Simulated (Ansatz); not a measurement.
Consider the following.

GeO2:
```cif
data_Ge2O4
_chemical_formula_sum 'Ge2 O4'
_space_group_name_H-M_alt 'P 1'
_space_group_IT_number 1
_cell_length_a 4.41065
_cell_length_b 4.41065
_cell_length_c 2.87010
_cell_angle_alpha 90.000
_cell_angle_beta 90.000
_cell_angle_gamma 90.000
loop_
_space_group_symop_operation_xyz
  'x, y, z'
loop_
_atom_site_label
_atom_site_type_symbol
_atom_site_fract_x
_atom_site_fract_y
_atom_site_fract_z
_atom_site_occupancy
Ge1 Ge 0.00000 0.00000 0.00000 1
Ge2 Ge 0.50000 0.50000 0.50000 1
O1 O 0.30600 0.30600 0.00000 1
O2 O 0.19400 0.80600 0.50000 1
O3 O 0.69400 0.69400 0.00000 1
O4 O 0.80600 0.19400 0.50000 1
```

This is the r²SCAN-relaxed structure.

**Question.** All from r²SCAN (plane waves, PAW; program Ansatz), unless another level is named. Give the formation energy from the elements (no fitted shifts).

**Answer.** -1.79 eV/atom.

**Question.** What about the hole effective mass with spin–orbit coupling?

**Answer.** 1.1, 1.1, 1.7 mₑ (principal values).

**Question.** And the electron effective mass with spin–orbit coupling?

**Answer.** 0.23, 0.28, 0.28 mₑ (principal values).

**Question.** Next, the weight of the valence-edge state by species (Voronoi cells)?

**Answer.** O 99 %.

Space group P4_2/mnm (rutile). Symmetry was held in the r²SCAN relaxation; phonons on a q-mesh show no instability. The references are the lowest solids computed at this level, not always the standard phases (solids in place of the gases). Scalar-relativistic: spin–orbit coupling is off unless named, which matters more the heavier the elements.

Potentials: the later of the program's two PAW sets.

Edges and masses are those of Kohn–Sham bands, whose gap is no quasiparticle gap.
